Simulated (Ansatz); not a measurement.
## BP: enthalpy under pressure, worked through

Level of theory: DFT PBEsol, scalar-relativistic, plane waves, PAW (Ansatz). (420 eV cutoff, 10×10×10 k-mesh, Gaussian smearing of 0.02 eV, no spin polarisation)

The relaxed crystal:

```
B P
1.0
     0.00000    2.26010    2.26010
     2.26010    0.00000    2.26010
     2.26010    2.26010    0.00000
B P
1 1
Direct
  0.00000 0.00000 0.00000
  0.25000 0.25000 0.25000
```

Cell and atoms were relaxed at each target pressure within the start's symmetry (F-43m), at zero temperature; other phases can be more stable under pressure. H = E + PV with P the target; E is the free energy at the smearing used, whose derivative the pressure is, per atom and counted from zero pressure. The mesh named is that at zero pressure; some other pressures ran on another.

| P (GPa) | V (Å³/atom) | E − E0 (meV) | H − H0 (meV) |
| --- | --- | --- | --- |
| 0 | 11.545 | 0.0 | 0.0 |
| 2 | 11.411 | 0.8 | 143.3 |
| 5 | 11.222 | 5.0 | 355.2 |
| 10 | 10.942 | 18.1 | 701.1 |
| 20 | 10.465 | 62.4 | 1368.7 |
| 40 | 9.724 | 198.4 | 2626.2 |

Question: Thermodynamics gives dH/dP = V along a relaxed path. Integrate V over P by the trapezoid rule and compare with the computed enthalpies.

Answer: With 1 eV/Å³ = 160.22 GPa, each step adds the mean volume times ΔP / 160.22:
| P (GPa) | ∫V dP (meV) | H − H0 (meV) | difference (meV) |
| --- | --- | --- | --- |
| 2 | 143.3 | 143.3 | 0.0 |
| 5 | 355.2 | 355.2 | 0.0 |
| 10 | 701.0 | 701.1 | 0.0 |
| 20 | 1369.1 | 1368.7 | 0.4 |
| 40 | 2629.2 | 2626.2 | 3.0 |

V(P) curves upward, so the trapezoid rule runs high; integrating a smooth curve through the same points puts that excess at about 2.9 meV at 40 GPa, against the 3.0 meV found.

Question: At 40 GPa, how much of the enthalpy change is stored energy and how much is the PV term?

Answer: E rises by 198 meV/atom and PV is 40 × 9.724 / 160.22 = 2428 meV/atom, so PV makes 92 % of ΔH. So between rival structures at high pressure a small difference in volume can outweigh the difference in energy: 1 % of this volume is worth 24.3 meV/atom at this pressure.

Question: What bulk modulus do the lowest pressures give?

Answer: From the pressures that the runs reached, -2.00 GPa (11.685 Å³) and 2.01 GPa (11.411 Å³), B = −ΔP/Δln V = 4.01 / 0.0237 = 169 GPa, a mean over that range.

Question: The gap is 1.130 eV at -2.00 GPa and 1.097 eV at 2.01 GPa. What pressure coefficient and volume deformation potential follow?

Answer: dE_g/dP = -8.2 meV/GPa, and a_V = dE_g/d ln V = −B dE_g/dP = 1.38 eV. A gap that closes or barely moves under pressure is usual where the conduction edge lies away from the zone centre, has d character, or where the bands broaden faster than they shift. If the edges move to other points of the zone within the range, this is a mean of two slopes. Gaps are Kohn–Sham gaps over the whole zone.